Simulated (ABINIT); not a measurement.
Crystal: Al.

```
Al
1.0
     0.00000    2.02481    2.02481
     2.02481    0.00000    2.02481
     2.02481    2.02481    0.00000
Al
1
Cartesian
  0.0000 0.0000 0.0000
```

- Program: ABINIT 10.8.3 (patched build)
- Task: single point
- Functional: PBEsol
- Potentials or basis: PseudoDojo NC SR PBEsol v0.4.1 standard
- Cutoff: 544 eV
- k mesh: 11 × 11 × 11
- Occupations: fermi-dirac, width 0.05 eV
- Spin: no spin polarisation

On this cell: pressure -2.1 GPa; band gap on the k mesh none (metal or under the smearing width).

The same run follows on a disturbed copy (cell strained at random at fixed volume):

```
Al
1.0
     0.04789    1.96914    2.02685
     2.04326   -0.00835    2.08310
     2.04058    2.02271   -0.00568
Al
1
Direct
  0.00598 0.98688 0.02117
```

Task: What does the disturbed cell give?

Result: The energy (extrapolated to zero smearing) moves by +4.7 meV/atom; pressure -1.9 GPa; band gap on the k mesh none (metal or under the smearing width).

Stress tensor (GPa, compression positive):
```
-0.99 -0.73 -1.16
-0.73 -1.08  1.52
-1.16  1.52 -3.54
```
